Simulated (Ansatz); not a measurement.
# TiAl3: the cost of one run

Method: DFT r2SCAN, scalar-relativistic, plane waves, PAW, in Ansatz 0.2.0.

## Step 1: The system as given

It takes space group Pm-3m (No. 221, cubic). Conventional cell: a = 3.956 Å, b = 3.956 Å, c = 3.956 Å, α = 90.00°, β = 90.00°, γ = 90.00°. Ti (site symmetry m-3m) has 12 Al at 2.80 Å as nearest neighbours. Around Al (site symmetry 4/mmm) lie 4 Ti at 2.80 Å and 8 Al at 2.80 Å.

Structure file:

```cif
data_structure
_symmetry_space_group_name_H-M 'P 1'
_symmetry_Int_Tables_number 1
_cell_length_a 3.9557
_cell_length_b 3.9557
_cell_length_c 3.9557
_cell_angle_alpha 90.000
_cell_angle_beta 90.000
_cell_angle_gamma 90.000
_cell_volume 61.90
loop_
_atom_site_label
_atom_site_type_symbol
_atom_site_fract_x
_atom_site_fract_y
_atom_site_fract_z
_atom_site_occupancy
Ti1 Ti 0.00000 0.00000 0.00000 1
Al1 Al 0.50000 0.50000 0.00000 1
Al2 Al 0.50000 0.00000 0.50000 1
Al3 Al 0.00000 0.50000 0.50000 1
```

The structure comes from the Materials Project (structure only).

(A quick probe on a coarse mesh, which set the mesh and smearing, is not shown.)

## Step 3: Relaxing cell and atoms

input.yaml reads:

```yaml
crystal:
  lattice:
    - [3.95567125, 0.0, 0.0]
    - [0.0, 3.95567125, 0.0]
    - [0.0, 0.0, 3.95567125]
  atoms:
    - { symbol: Ti, position: [0.0, 0.0, 0.0] }
    - { symbol: Al, position: [0.5, 0.5, 0.0] }
    - { symbol: Al, position: [0.5, 0.0, 0.5] }
    - { symbol: Al, position: [0.0, 0.5, 0.5] }
basis:
  ecutwfc: 500
kpoints:
  mp_grid: { grid: [10, 10, 10] }
hamiltonian:
  xc: r2scan
scf:
  occupations: { method: gaussian, width: 0.1 }
output:
  forces: true
  stress: true
  eigenvalues: true
relax:
  adjacent_minimum: "off"
  f_tol: 0.005
  max_steps: 80
  cell: { stress_tol: 0.05 }
```

Launch:

```
ansatz run input.yaml --threads 1 --pin off --max-ram 2560MiB --backend cpu --events-out ev --progress --plain --runs-dir out
```

Q: Estimate wall time and peak memory on 1 thread of AMD EPYC 9R45 (Zen 5), shared host.

About 4.3 s, with a peak of 0.56 GiB.
